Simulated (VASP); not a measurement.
BAs: single point with PBEsol

The system is BAs.

```
As B
1.0
     0.00000    2.38850    2.38850
     2.38850    0.00000    2.38850
     2.38850    2.38850    0.00000
As B
1 1
Direct
  0.75000 0.75000 0.75000
  0.00000 0.00000 0.00000
```

```yaml
Program: VASP 6.6.1
Task: single point
Functional: PBEsol
Potentials_or_basis: VASP PAW PBE potentials, release 64 (As, B)
Cutoff: 520 eV
k_mesh: 10 × 10 × 10
Occupations: fermi-dirac, width 0.05 eV
Spin: no spin polarisation
```

```yaml
Pressure: 0.1 GPa
Band_gap_on_the_k_mesh: 1.08 eV, indirect (least direct gap 3.24 eV)
```

Levels at points of the mesh, in eV from the valence-band top:
```tsv
k point	band 1	band 2	band 3	band 4	band 5	band 6	band 7	band 8
(0.00, 0.00, 0.00)	-15.44	0.00	0.00	0.00	3.24	3.24	3.24	4.68
(0.50, 0.00, 0.00)	-12.55	-8.83	-1.83	-1.83	2.65	4.73	4.73	8.71
(0.50, 0.50, 0.00)	-11.24	-8.53	-4.11	-4.11	1.31	1.34	11.34	11.34
```

It took 9.5 s on 1 thread of Intel(R) Xeon(R) Platinum 8488C (Sapphire Rapids), with other jobs on the host, peak memory 0.16 GiB.

Caveat: the PAW data sets were made with another functional, which shifts forces and pressure a little. As with any semilocal functional, this PBEsol gap is likely too small.
